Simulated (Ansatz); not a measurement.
Calculated electrostatic potentials at the O nuclei for HfO2 under strain

Cell: a COD entry, relaxed with PBE at fixed cell and then changed (z stretched by 3 %, ions relaxed).

```cif
data_structure
_symmetry_space_group_name_H-M 'P 1'
_symmetry_Int_Tables_number 1
_cell_length_a 5.1180
_cell_length_b 5.1857
_cell_length_c 5.4385
_cell_angle_alpha 90.000
_cell_angle_beta 99.084
_cell_angle_gamma 90.000
_cell_volume 142.53
loop_
_atom_site_label
_atom_site_type_symbol
_atom_site_fract_x
_atom_site_fract_y
_atom_site_fract_z
_atom_site_occupancy
Hf1 Hf 0.27539 0.04265 0.20926 1
Hf2 Hf 0.72461 0.54265 0.29074 1
Hf3 Hf 0.72461 0.95735 0.79074 1
Hf4 Hf 0.27539 0.45735 0.70926 1
O5 O 0.44826 0.75682 0.47244 1
O6 O 0.55174 0.25682 0.02756 1
O7 O 0.55174 0.24318 0.52756 1
O8 O 0.44826 0.74318 0.97244 1
O9 O 0.06478 0.32131 0.35642 1
O10 O 0.93522 0.82131 0.14358 1
O11 O 0.93522 0.67869 0.64358 1
O12 O 0.06478 0.17869 0.85642 1
```

Atom numbers follow the list; atoms alike are taken as one site, whose name carries the number of the first.

Method: Kohn–Sham DFT in Ansatz, PBE, plane waves and PAW, scalar-relativistic, 420 eV cutoff, Γ-centred 6×6×6 k-points, Fermi–Dirac smearing 0.02 eV.

The potential at a nucleus is that of all electrons and the other nuclei. A higher potential binds the core electrons more strongly, so differences between sites of one element are the initial-state part of core-level shifts.

Q: Rank the O sites by the potential at the nucleus, lowest first, and give each against the lowest.
A. atom 9: 3 Hf at 2.04–2.17 Å
B. atom 5: 4 Hf at 2.15–2.30 Å

A: A (0.00 V), B (0.44 V).
